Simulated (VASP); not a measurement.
# A VASP 6.6.1 single-point calculation on GaN

INCAR

```
IBRION = -1
SIGMA = 0.02
ISIF = 2
NSW = 0
LCHARG = .FALSE.
LASPH = .TRUE.
ISMEAR = -1
GGA = RE
LWAVE = .FALSE.
PREC = Accurate
NBANDS = 16
LREAL = .FALSE.
NELM = 120
ENCUT = 520
EDIFF = 1E-7
```

KPOINTS

```
KPOINTS created by Atomic Simulation Environment
0
Gamma
10 10 10
0 0 0
```

POSCAR

```
Ga N
 1.0000000000000000
     0.0000000000000000    2.1506855389999999    2.0694121833999999
     2.1506855389999999    0.0000000000000000    2.0694121833999999
     2.1506855389999999    2.1506855389999999    0.0000000000000000
 Ga  N
   1   1
Cartesian
  0.0000000000000000  0.0000000000000000  0.0000000000000000
  2.1506855389999995  2.1506855389999995  2.0694121833999994
```

The recommended PBE PAW datasets give the neutral cell 18 valence electrons.

Command

```
mpirun -np 1 vasp_std
```

OSZICAR

```
N       E                     dE             d eps       ncg     rms          rms(c)
DAV:   1     0.747247566209E+02    0.74725E+02   -0.92633E+03  3792   0.212E+03
DAV:   2    -0.784487436563E+01   -0.82570E+02   -0.76936E+02  3784   0.319E+02
DAV:   3    -0.122077205378E+02   -0.43628E+01   -0.43500E+01  3792   0.630E+01
DAV:   4    -0.122472290137E+02   -0.39508E-01   -0.39505E-01  4048   0.632E+00
DAV:   5    -0.122476765577E+02   -0.44754E-03   -0.44754E-03  3920   0.618E-01    0.731E+00
DAV:   6    -0.104779167804E+02    0.17698E+01   -0.42787E+00  4728   0.389E+01    0.242E+00
DAV:   7    -0.104731942974E+02    0.47225E-02   -0.22761E-01  3920   0.510E+00    0.159E+00
DAV:   8    -0.104621518680E+02    0.11042E-01   -0.29355E-02  3672   0.211E+00    0.518E-01
DAV:   9    -0.104604165932E+02    0.17353E-02   -0.62306E-03  4160   0.188E+00    0.115E-01
DAV:  10    -0.104604593215E+02   -0.42728E-04   -0.53026E-04  3824   0.278E-01    0.192E-02
DAV:  11    -0.104604532896E+02    0.60319E-05   -0.41674E-05  4104   0.686E-02    0.118E-02
DAV:  12    -0.104604559437E+02   -0.26541E-05   -0.28700E-06  4032   0.281E-02    0.409E-03
DAV:  13    -0.104604558300E+02    0.11377E-06   -0.26758E-07  3736   0.480E-03    0.119E-03
DAV:  14    -0.104604557310E+02    0.98945E-07   -0.17192E-08  2256   0.113E-03
   1 F= -.10460456E+02 E0= -.10460456E+02  d E =-.373174E-06
```

From OUTCAR

```
k-points           NKPTS =    102   k-points in BZ     NKDIM =    102   number of bands    NBANDS=     16

   NELECT =      18.0000    total number of electrons

   dimension x,y,z NGX =    24 NGY =   24 NGZ =   24
   dimension x,y,z NGXF=    48 NGYF=   48 NGZF=   48

  energy-cutoff  :      520.00
  volume of cell :       19.14
      direct lattice vectors                 reciprocal lattice vectors
     0.000000000  2.150685539  2.069412183    -0.232484011  0.232484011  0.241614505
     2.150685539  0.000000000  2.069412183     0.232484011 -0.232484011  0.241614505
     2.150685539  2.150685539  0.000000000     0.232484011  0.232484011 -0.241614505

 k-points in reciprocal lattice and weights: KPOINTS created by Atomic Simulation Env
   0.00000000  0.00000000  0.00000000       0.001
   0.10000000  0.00000000  0.00000000       0.008
   0.20000000  0.00000000  0.00000000       0.008
   0.30000000  0.00000000  0.00000000       0.008
   0.40000000  0.00000000  0.00000000       0.008
   0.50000000  0.00000000  0.00000000       0.004
   0.10000000  0.10000000  0.00000000       0.002
   0.20000000  0.10000000  0.00000000       0.008
   ...

 E-fermi :   8.0192

 k-point     1 :       0.0000    0.0000    0.0000
  band No.  band energies     occupation
      1      -9.3863      2.00000
      2      -6.1894      2.00000
      3      -6.1894      2.00000
      4      -6.1743      2.00000
      5      -6.1220      2.00000
      6      -6.0632      2.00000
      7       7.0776      2.00000
      8       7.4429      2.00000
      9       7.4429      2.00000
     10       9.9225      0.00000
     11      22.3713      0.00000
     12      22.3713      0.00000
     13      22.6759      0.00000
     14      23.0085      0.00000
     15      23.0085      0.00000
     16      23.9071      0.00000

 k-point     2 :       0.1000    0.0000    0.0000
  band No.  band energies     occupation
      1      -9.1953      2.00000
      2      -6.1928      2.00000
      3      -6.1822      2.00000
      4      -6.1681      2.00000
      5      -6.1285      2.00000
      6      -6.0794      2.00000
      7       6.0939      2.00000
      8       7.2686      2.00000
      9       7.4435      2.00000
     10      10.9072      0.00000
     11      20.0126      0.00000
     12      21.2581      0.00000
     13      21.9813      0.00000
     14      23.2911      0.00000
     15      23.5032      0.00000
     16      24.2487      0.00000

 k-point     3 :       0.2000    0.0000    0.0000
  band No.  band energies     occupation
      1      -8.6427      2.00000
      2      -6.2142      2.00000
      3      -6.2115      2.00000
      4      -6.1790      2.00000
      5      -6.0943      2.00000
      6      -6.0841      2.00000
      7       4.0917      2.00000
      8       7.3629      2.00000
      9       7.4542      2.00000
     10      12.1911      0.00000
     11      17.9401      0.00000
     12      19.4550      0.00000
     13      20.4141      0.00000
     14      23.2328      0.00000
     15      24.7103      0.00000
     16      24.8797      0.00000

 ...

  Total        0.6672172      0.6672172      1.5505104      0.0000000      0.0000000      0.0000000
  in kB       55.8402057     55.8402057    129.7640612      0.0000000      0.0000000      0.0000000
  external PRESSURE =      80.4814909 kB  Pullay stress =       0.0000000 kB

 POSITION                                       TOTAL-FORCE (eV/Angst)
 -----------------------------------------------------------------------------------
      0.00000      0.00000      0.00000         0.000000      0.000000      0.000000
      2.15069      2.15069      2.06941        -0.000000     -0.000000      0.000000
 -----------------------------------------------------------------------------------
    total drift:                                0.000000     -0.000000     -0.000000

  FREE ENERGIE OF THE ION-ELECTRON SYSTEM (eV)
  ---------------------------------------------------
  free  energy   TOTEN  =       -10.4604557310 eV

  energy  without entropy=      -10.4604553578  energy(sigma->0) =      -10.46045554
```

It converged. Results: gap between bands v and c on the k mesh 0.36 eV; least direct gap on the k mesh 2.48 eV; pressure 8.0 GPa. Band v is the last that the valence electrons fill when counted band by band, and c is the next.

For comparison, a separate PBE run of the intended cell, on usual settings and not on those above, gives a gap of 0.28 eV on its mesh and a pressure of 4.6 GPa.

The run above took about 18 s on one core of a shared host (Intel Xeon Platinum 8488C) and held 0.16 GiB at most.
